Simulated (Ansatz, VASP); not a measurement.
SrO: VASP beside Ansatz

```xyz
2
Lattice="0.0000 2.5173 2.5173 2.5173 0.0000 2.5173 2.5173 2.5173 0.0000" Properties=species:S:1:pos:R:3 pbc="T T T"
Sr    0.0000    0.0000    0.0000
O     2.5173    2.5173    2.5173
```

Change from the starting cell: volume scaled by 0.94, PAW files.

Alike in both runs: task electric field gradients; functional LDA; k mesh 8 × 8 × 8; occupations fermi-dirac, width 0.02 eV; no spin polarisation.

|  | VASP | Ansatz |
| --- | --- | --- |
| version | VASP 6.6.1 | Ansatz 0.2.0 |
| potentials or method | VASP PAW LDA potentials, release 64 (Sr_sv, O) | PAW with Ansatz's default frozen-core files, scalar-relativistic |
| plane-wave cutoff (eV) | 520 | 420 |
| valence electrons in the cell | 16 | 16 |

```csv
,VASP,Ansatz,Ansatz less VASP
gap on the k mesh at the Fermi level (eV),3.04,3.11,+0.066
pressure (GPa),2.8,1.9,-0.92
Vzz of the field gradient on the site that differs most (V/Å²),0.0,0.0,0.00
```

Ansatz warned: «gradients_without_spin_orbit».

A k mesh can miss the band edges.
